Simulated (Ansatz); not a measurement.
# MnO: the cost of one run

Program: Ansatz 0.2.0. Level of theory: DFT PBE+U, scalar-relativistic, plane waves, PAW. These are calculated values, not measurements.

2 further runs of the same task are left out: 2 set aside as unsound or not needed.

## Step 1: The system as given

Symmetry: P6_3mc, No. 186, hexagonal system. Conventional cell: a = 3.372 Å, b = 3.372 Å, c = 5.386 Å, α = 90.00°, β = 90.00°, γ = 120.00°. Mn (site symmetry 3m) has 4 O at 1.96 to 2.08 Å as nearest neighbours. Around O (site symmetry 3m) lie 4 Mn at 1.96 to 2.08 Å.

Coordinates:

```
CELL_PARAMETERS angstrom
3.37170 0.00000 0.00000
-1.68585 2.91998 0.00000
0.00000 0.00000 5.38550
ATOMIC_POSITIONS crystal
Mn 0.33333 0.66667 0.01096
Mn 0.66667 0.33333 0.51096
O 0.33333 0.66667 0.37547
O 0.66667 0.33333 0.87547
```

## Step 2: Relax cell and atoms

Contents of input.yaml:

```yaml
crystal:
  lattice:
    - [3.3717009293, 0.0, 0.0]
    - [-1.6858504646, 2.9199786587, 0.0]
    - [0.0, 0.0, 5.3855]
  atoms:
    - { symbol: Mn, position: [0.3333333333, 0.6666666667, 0.01096], spin: 4.35 }
    - { symbol: Mn, position: [0.6666666667, 0.3333333333, 0.51096], spin: 4.35 }
    - { symbol: O, position: [0.3333333333, 0.6666666667, 0.37547], spin: 0.15 }
    - { symbol: O, position: [0.6666666667, 0.3333333333, 0.87547], spin: 0.15 }
basis:
  ecutwfc: 420
kpoints:
  mp_grid: { grid: [6, 6, 4] }
hamiltonian:
  xc: pbe
  hubbard: { sites: [{ species: Mn, l: d, u_eff: 3.9 }] }
scf:
  occupations: { method: gaussian, width: 0.1 }
output:
  forces: true
  stress: true
  eigenvalues: true
  populations: true
magnetization:
  spin_polarized: true
relax:
  adjacent_minimum: "off"
  f_tol: 0.05
  max_steps: 80
  cell: { stress_tol: 0.5 }
```

On the command line:

```console
> ansatz run input.yaml --threads 1 --pin off --max-ram 2560MiB --backend cpu --events-out ev --progress --plain --runs-dir out
```

**Question.** How long does this run take on 1 thread of Arm Neoverse V1, shared host, and how much memory does it need?

About 54 s, with a peak of 0.4 GiB.
